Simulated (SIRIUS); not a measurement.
Runs of SIRIUS 7.12.0 on Pt. It takes space group Fm-3m (No. 225, cubic). The conventional cell has a = 3.922 Å, b = 3.922 Å, c = 3.922 Å, α = 90.00°, β = 90.00°, γ = 90.00°. Around Pt (site symmetry m-3m) lie 12 Pt at 2.77 Å. 

```csv
task,level,potentials or basis,cell,k mesh,energy tol,density tol,mixer,mixing beta,max scf,gap on the mesh (eV),pressure (GPa),V0 of scaled cells (Å³/atom),B0 (GPa)
equation of state,PBEsol,PseudoDojo 0.4.1 PBEsol standard (scalar relativistic),as given,12 × 12 × 12,-,-,-,-,-,-,-,(a),287
eos task,PBE,PseudoDojo 0.4.1 PBE standard (scalar relativistic),as given,8 × 8 × 8,1e-08 Ha,1e-06,anderson,0.7,100,-,-,15.57,253
eos task,revPBE,PseudoDojo 0.4.1 PBE standard (scalar relativistic),as given,8 × 8 × 8,1e-08 Ha,1e-06,anderson,0.7,100,-,-,15.75,240
eos task,LDA,PseudoDojo 0.4.1 PBE standard (scalar relativistic),as given,8 × 8 × 8,1e-08 Ha,1e-06,anderson,0.7,100,-,-,14.75,310
single point,PBEsol,PseudoDojo 0.4.1 PBEsol standard (scalar relativistic),cell strained at random at fixed volume,12 × 12 × 12,1e-08 Ha,1e-06,anderson,0.7,100,none,-1.1,-,-
eos task,RPBE,PseudoDojo 0.4.1 PBE standard (scalar relativistic),as given,8 × 8 × 8,1e-08 Ha,1e-06,anderson,0.7,100,-,-,(b),235
single point,PBEsol,PseudoDojo 0.4.1 PBEsol standard (scalar relativistic),as given,12 × 12 × 12,1e-08 Ha,1e-06,anderson,0.7,100,none,-1.2,-,-
eos task,PBEsol,PseudoDojo 0.4.1 PBE standard (scalar relativistic),as given,8 × 8 × 8,1e-08 Ha,1e-06,anderson,0.7,100,-,-,15.00,291
```

Alike in all rows: no spin polarisation; cutoff (eV) 1152; smearing fermi-dirac 0.05 eV.

Task: Fill in the values left out.

Result: (a) 15.02; (b) 15.83.

Caveats: the potentials were made for another functional, which shifts forces and pressure (some runs).

A k mesh can miss the band edges, and the runs leave out spin-orbit coupling on Pt.

A gap of «none» marks a metal or a gap under the smearing width.

The runs were made with more than one version of the program.
